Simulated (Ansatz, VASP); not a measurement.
# One calculation of WSe2, two programs

```
CELL_PARAMETERS angstrom
3.24970 0.00000 0.00000
-1.62485 2.81432 0.00000
0.00000 0.00000 12.82021
ATOMIC_POSITIONS crystal
W 0.33333 0.66667 0.25000
W 0.66667 0.33333 0.75000
Se 0.33333 0.66667 0.61998
Se 0.66667 0.33333 0.11998
Se 0.33333 0.66667 0.88002
Se 0.66667 0.33333 0.38002
```

Alike in both runs: task single point; functional LDA; k mesh 8 × 8 × 2; no spin polarisation.

```csv
,VASP,Ansatz
version,VASP 6.6.1,Ansatz 0.2.0
potentials or method,"VASP PAW LDA potentials, release 64 (W_sv, Se), cutoff 520 eV","all-electron LAPW, scalar-relativistic"
occupations,"gaussian, width 0.01 eV",fixed
```

|  | VASP | Ansatz | Ansatz less VASP |
| --- | --- | --- | --- |
| gap on the k mesh at the Fermi level (eV) | 0.99 | 1.00 | +0.014 |
| pressure (GPa) | 0.8 | 0.1 | -0.75 |
| largest component of the traceless stress (GPa) | 0.13 | 0.02 | -0.107 |
| rms of the force components (eV/Å) | 0.048 | 0.001 | -0.0465 |

Atom by atom the forces differ by 0.047 eV/Å (rms over components). Ansatz ran all-electron here, so the differences hold the error of VASP's frozen core and of both bases.

Caveats: spin-orbit coupling is left out, which moves the levels of the heavy elements. A k mesh can miss the band edges.
